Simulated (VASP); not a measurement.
# SnSe (Fm-3m) in VASP: settings compared

One crystal, SnSe, is run at these levels: r2SCAN, r2SCAN+rVV10; tasks: relaxation of cell and atoms.

Everything below comes from runs of VASP 6.6.1. Logs are shortened: lines on timing, memory, paths and dates and some standing lists are left out, and cuts for length are marked.

### 1 The crystal as given

Symmetry: Fm-3m, No. 225, cubic system. The conventional cell has a = 6.021 Å, b = 6.021 Å, c = 6.021 Å, α = 90.00°, β = 90.00°, γ = 90.00°. Around Sn (site symmetry m-3m) lie 6 Se at 3.01 Å. Se (site symmetry m-3m) has 6 Sn at 3.01 Å as nearest neighbours.

Measurements of this composition are mostly on another form, of space group No. 62.

### 2 Relaxation of cell and atoms, r2SCAN

The input, INCAR:

```
SYSTEM = SnSe
ALGO = Normal
EDIFF = 1E-7
EDIFFG = -0.005
ENCUT = 600
IBRION = 2
ISIF = 3
ISMEAR = 0
LASPH = .TRUE.
LCHARG = .FALSE.
LMIXTAU = .TRUE.
LREAL = .FALSE.
LWAVE = .FALSE.
METAGGA = R2SCAN
NELM = 60
NSW = 90
PREC = Accurate
SIGMA = 0.1
```

The input, KPOINTS:

```
k-points
0
G
  10 10 10
  0 0 0
```

The input, POSCAR:

```
SnSe
1.0
    0.0000000000      3.0104337100      3.0104337100
    3.0104337100      0.0000000000      3.0104337100
    3.0104337100      3.0104337100      0.0000000000
Sn Se
1 1
Direct
    0.0000000000      0.0000000000      0.0000000000
    0.5000000000      0.5000000000      0.5000000000
```

Potentials or basis: VASP PAW PBE potentials, release 64 (Sn_d, Se).

Run with:

```
$ cat potpaw_PBE.64/Sn_d/POTCAR potpaw_PBE.64/Se/POTCAR > POTCAR
$ mpirun -np 1 vasp_std > vasp.out
```

OUTCAR:

```text
SYSTEM = SnSe
   EDIFF = 1E-7
   EDIFFG = -0.005
   ENCUT = 600
   IBRION = 2
   ISIF = 3
   ISMEAR = 0
   LASPH = .TRUE.
   LREAL = .FALSE.
   METAGGA = R2SCAN
   NELM = 60
   NSW = 90
   PREC = Accurate

 ion  position               nearest neighbor table
   1  0.000  0.000  0.000-   2 3.01   2 3.01   2 3.01   2 3.01   2 3.01   2 3.01
   2  0.500  0.500  0.500-   1 3.01   1 3.01   1 3.01   1 3.01   1 3.01   1 3.01

  LATTYP: Found a face centered cubic cell.
 ALAT       =     6.0208674200

  Lattice vectors:

 A1 = (   0.0000000000,   3.0104337100,   3.0104337100)
 A2 = (   3.0104337100,   0.0000000000,   3.0104337100)
 A3 = (   3.0104337100,   3.0104337100,   0.0000000000)

Analysis of symmetry for initial positions (statically):
=====================================================================
 Subroutine PRICEL returns:
 Original cell was already a primitive cell.

 Routine SETGRP: Setting up the symmetry group for a
 face centered cubic supercell.

 Subroutine GETGRP returns: Found 48 space group operations
 (whereof 48 operations were pure point group operations)
 out of a pool of 48 trial point group operations.

The static configuration has the point symmetry O_h .

Analysis of symmetry for dynamics (positions and initial velocities):
=====================================================================
 Subroutine PRICEL returns:
 Original cell was already a primitive cell.

 Routine SETGRP: Setting up the symmetry group for a
 face centered cubic supercell.

 Subroutine GETGRP returns: Found 48 space group operations
 (whereof 48 operations were pure point group operations)
 out of a pool of 48 trial point group operations.

The dynamic configuration has the point symmetry O_h .

 Subroutine INISYM returns: Found 48 space group operations
 (whereof 48 operations are pure point group operations),
 and found     1 'primitive' translations

----------------------------------------------------------------------------------------

                                     Primitive cell

  volume of cell :      54.5654

  direct lattice vectors                    reciprocal lattice vectors
     0.000000000  3.010433710  3.010433710    -0.166089025  0.166089025  0.166089025
     3.010433710  0.000000000  3.010433710     0.166089025 -0.166089025  0.166089025
     3.010433710  3.010433710  0.000000000     0.166089025  0.166089025 -0.166089025
[... 153 lines left out ...]
     3.010433710  0.000000000  3.010433710     0.166089025 -0.166089025  0.166089025
     3.010433710  3.010433710  0.000000000     0.166089025  0.166089025 -0.166089025

 POSITION                                       TOTAL-FORCE (eV/Angst)
 -----------------------------------------------------------------------------------
      0.00000      0.00000      0.00000         0.000000      0.000000      0.000000
      3.01043      3.01043      3.01043        -0.000000      0.000000     -0.000000
 -----------------------------------------------------------------------------------
    total drift:                               -0.000000      0.000000      0.000000

  FREE ENERGIE OF THE ION-ELECTRON SYSTEM (eV)
  ---------------------------------------------------
  free  energy   TOTEN  =       -39.8764367820 eV

  energy  without entropy=      -39.8764322846  energy(sigma->0) =      -39.87643453

--------------------------------------- Ionic step        2  -------------------------------------------

 number of electron      19.9999999 magnetization

 Free energy of the ion-electron system (eV)
  ---------------------------------------------------
  ext. energy  EPLUGINS =         0.00000000
  ---------------------------------------------------
  free energy    TOTEN  =       -39.87644106 eV

  energy without entropy =      -39.87643673  energy(sigma->0) =      -39.87643890

 E-fermi :   5.9329     XC(G=0): -10.1897

 val. band max:        5.7156879922   @ k =   0.5000   0.0000   0.0000
 cond. band min:       6.1723623378   @ k =   0.5000   0.0000   0.0000
 fundamental gap:      0.4566743457
 Fermi energy:         5.9328530138

 k-point     1 :       0.0000    0.0000    0.0000
  band No.  band energies     occupation
      1     -16.8340      2.00000
      2     -16.8340      2.00000
      3     -16.8320      2.00000
      4     -16.8320      2.00000
      5     -16.8320      2.00000
      6      -9.0098      2.00000
      7       0.4610      2.00000
      8       3.0762      2.00000
      9       3.0762      2.00000
     10       3.0762      2.00000
     11      10.0733      0.00000
     12      10.0733      0.00000
     13      10.0733      0.00000
     14      11.7555      0.00000
[... 377 lines left out ...]
      1     -16.8571      2.00000
      2     -16.8361      2.00000
      3     -16.8292      2.00000
      4     -16.8183      2.00000
      5     -16.8175      2.00000
      6      -8.0314      2.00000
      7      -1.4751      2.00000
      8       1.5376      2.00000
      9       1.9497      2.00000
     10       2.3896      2.00000
     11       9.2335      0.00000
     12       9.6602      0.00000
     13      10.2778      0.00000
     14      10.6955      0.00000

 [... further k-points ...]

------------------------ aborting loop because EDIFF is reached ----------------------------------------

  FORCE on cell =-STRESS in cart. coord.  units (eV):
  Direction    XX          YY          ZZ          XY          YZ          ZX
  --------------------------------------------------------------------------------------
  -------------------------------------------------------------------------------------
  Total        0.0036767      0.0036767      0.0036767     -0.0000000      0.0000000      0.0000000
  in kB        0.1080500      0.1080500      0.1080500     -0.0000000      0.0000000      0.0000000
  external PRESSURE =       0.1080500 kB  Pullay stress =       0.0000000 kB

 VOLUME and BASIS-vectors are now :
 -----------------------------------------------------------------------------
  energy-cutoff  :      600.00
  volume of cell :       54.52
      direct lattice vectors                 reciprocal lattice vectors
     0.000000000  3.009583761  3.009583761    -0.166135931  0.166135931  0.166135931
     3.009583761 -0.000000000  3.009583761     0.166135931 -0.166135931  0.166135931
     3.009583761  3.009583761  0.000000000     0.166135931  0.166135931 -0.166135931

 POSITION                                       TOTAL-FORCE (eV/Angst)
 -----------------------------------------------------------------------------------
      0.00000      3.00958      3.00958         0.000000      0.000000      0.000000
      3.00958      3.00958      3.00958        -0.000000     -0.000000     -0.000000
 -----------------------------------------------------------------------------------
    total drift:                               -0.000000     -0.000000      0.000000

  FREE ENERGIE OF THE ION-ELECTRON SYSTEM (eV)
  ---------------------------------------------------
  free  energy   TOTEN  =       -39.8764410623 eV

  energy  without entropy=      -39.8764367346  energy(sigma->0) =      -39.87643890

 reached required accuracy - stopping structural energy minimisation
```

Run time: 4.3 min. Hardware: 1 thread of AMD EPYC 9R45 (Zen 5), shared host; peak memory 0.22 GiB.

Results:

| Item | Value |
| --- | --- |
| Free energy | -39.8764 eV |
| Relaxed volume | 27.26 Å³/atom |
| Relaxed cell | a = 4.256 Å, b = 4.256 Å, c = 4.256 Å, α = 60.00°, β = 60.00°, γ = 60.00° |
| Space group after relaxing (to 0.05 Å) | Fm-3m (No. 225) |
| Energy gained by relaxing | 0.0 meV/atom |
| Ionic steps | 2 |
| Pressure after relaxing | 0.0 GPa |
| Band gap on the k mesh | 0.46 eV, direct |

Final structure:
```cif
data_structure
_symmetry_space_group_name_H-M 'P 1'
_symmetry_Int_Tables_number 1
_cell_length_a 4.2562
_cell_length_b 4.2562
_cell_length_c 4.2562
_cell_angle_alpha 60.000
_cell_angle_beta 60.000
_cell_angle_gamma 60.000
_cell_volume 54.52
loop_
_atom_site_label
_atom_site_type_symbol
_atom_site_fract_x
_atom_site_fract_y
_atom_site_fract_z
_atom_site_occupancy
Sn1 Sn 0.00000 0.00000 0.00000 1
Se1 Se 0.50000 0.50000 0.50000 1
```

Levels at points of the mesh, in eV from the valence-band top:
```csv
k point,band 7,band 8,band 9,band 10,band 11,band 12,band 13,band 14
"(0.00, 0.00, 0.00)",-5.25,-2.64,-2.64,-2.64,4.36,4.36,4.36,6.04
"(0.50, 0.00, 0.00)",-8.58,-2.37,-2.37,0.00,0.46,1.13,1.13,8.57
"(0.50, 0.50, 0.00)",-6.36,-5.95,-4.10,-4.10,3.11,5.46,5.46,6.16
```

Caveat: the PAW data sets were made with another functional, which shifts forces and pressure a little; spin-orbit coupling is left out, which moves the levels of the heavy elements. A k mesh can miss the band edges.

### 3 Relaxation of cell and atoms, r2SCAN+rVV10

INCAR: that of step 2 with these lines changed.

```diff
@@ -2,2 +2,4 @@
 ALGO = Normal
+BPARAM = 11.95
+CPARAM = 0.0093
 EDIFF = 1E-7
@@ -8,2 +10,3 @@
 ISMEAR = 0
+IVDW_NL = 2
 LASPH = .TRUE.
@@ -12,2 +15,3 @@
 LREAL = .FALSE.
+LUSE_VDW = .TRUE.
 LWAVE = .FALSE.
```

KPOINTS is that of step 2.

POSCAR is that of step 2.

Potentials or basis: VASP PAW PBE potentials, release 64 (Sn_d, Se).

Run with:

```
$ cat potpaw_PBE.64/Sn_d/POTCAR potpaw_PBE.64/Se/POTCAR > POTCAR
$ mpirun -np 1 vasp_std > vasp.out
```

Wall time 8.7 min (1 thread of AMD EPYC 9R45 (Zen 5), shared host); peak memory 0.39 GiB.

Results (log left out):

```yaml
Free_energy: -39.3757 eV
Relaxed_volume: 26.88 Å³/atom
Relaxed_cell: a = 4.236 Å, b = 4.236 Å, c = 4.236 Å, α = 60.00°, β = 60.00°, γ = 60.00°
Space_group_after_relaxing_to_0.05_Å: Fm-3m (No. 225)
Energy_gained_by_relaxing: 1.0 meV/atom
Ionic_steps: 3
Pressure_after_relaxing: 0.0 GPa
Band_gap_on_the_k_mesh: 0.49 eV, indirect (least direct gap 0.56 eV)
```

The path:
```csv
step,energy change (eV),largest force (eV/Å),pressure (GPa),volume (Å³)
1,0.0000,0.0000,-0.81,54.57
2,-0.0018,0.0000,0.29,53.49
3,-0.0021,0.0000,0.00,53.76
```

Final structure:
```yaml
crystal:
  lattice:
    - [0.00000, 2.99547, 2.99547]
    - [2.99547, 0.00000, 2.99547]
    - [2.99547, 2.99547, 0.00000]
  atoms:
    - { symbol: Sn, position: [0.00000, 0.00000, 0.00000] }
    - { symbol: Se, position: [0.50000, 0.50000, 0.50000] }
```

Levels at points of the mesh, in eV from the valence-band top:
| k point | band 8 | band 9 | band 10 | band 11 | band 12 | band 13 |
| --- | --- | --- | --- | --- | --- | --- |
| (0.00, 0.00, 0.00) | -2.64 | -2.64 | -2.64 | 4.45 | 4.45 | 4.45 |
| (0.50, 0.00, 0.00) | -2.37 | -2.37 | 0.00 | 0.56 | 1.15 | 1.15 |
| (0.50, 0.50, 0.00) | -6.03 | -4.14 | -4.14 | 3.04 | 5.59 | 5.59 |

Caveat: the PAW data sets were made with another functional, which shifts forces and pressure a little; spin-orbit coupling is left out, which moves the levels of the heavy elements.
